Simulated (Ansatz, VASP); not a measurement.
**One calculation of Ru, two programs**

Contents of INCAR:

```
  PREC = Accurate
  ENCUT = 520
  EDIFF = 1E-7
  ISMEAR = -1
  SIGMA = 0.03
  LREAL = F
  LASPH = T
  NELM = 80
  ALGO = Normal
  ISIF = 2
  LWAVE = F
  LCHARG = F
  GGA = PE
  NBANDS = 21
```

Contents of KPOINTS:

```
Automatic mesh
0
Gamma
  14 14 8
```

The input POSCAR:

```
Ru
1.0
    2.6510333155      0.0000000000      0.0000000000
   -1.3255166578      2.2958621976      0.0000000000
    0.0000000000      0.0000000000      4.1952333309
Ru
2
Direct
    0.3333333333      0.6666666667      0.2500000000
    0.6666666667      0.3333333333      0.7500000000
```

Input for Ansatz:

```yaml
crystal:
  lattice:
    - [2.6510333155, 0.0, 0.0]
    - [-1.3255166578, 2.2958621976, 0.0]
    - [0.0, 0.0, 4.1952333309]
  atoms:
    - { symbol: Ru, position: [0.3333333333, 0.6666666667, 0.25] }
    - { symbol: Ru, position: [0.6666666667, 0.3333333333, 0.75] }
kpoints:
  mp_grid: { grid: [14, 14, 8] }
scf:
  occupations: { method: fermi_dirac, width: 0.03 }
hamiltonian:
  xc: pbe
  pseudopotentials: { kind: all_electron, lapw: { basis_error: 0.0005 } }
output:
  forces: true
  stress: true
  eigenvalues: true
```

Change from the starting cell: volume scaled by 0.9405.

Alike in both runs: task single point; functional PBE; k mesh 14 × 14 × 8; occupations fermi-dirac, width 0.03 eV; no spin polarisation.

|  | VASP | Ansatz |
| --- | --- | --- |
| version | VASP 6.6.1 | Ansatz 0.2.0 |
| potentials or method | VASP PAW PBE potentials, release 64 (Ru_pv) | all-electron LAPW, scalar-relativistic |
| plane-wave cutoff (eV) | 520 | see its input |

Ansatz gave:

| Item | Value |
| --- | --- |
| pressure (GPa) | 28.2 |
| largest component of the traceless stress (GPa) | 0.37 |

Estimate VASP's values.

pressure (GPa): 28.3; largest component of the traceless stress (GPa): 0.31.

Ansatz ran all-electron here, so the differences hold the error of VASP's frozen core and of both bases.

Caveats: so large a pressure means that the cell lies far from this level's equilibrium, or that cutoff or potentials fall short (VASP).
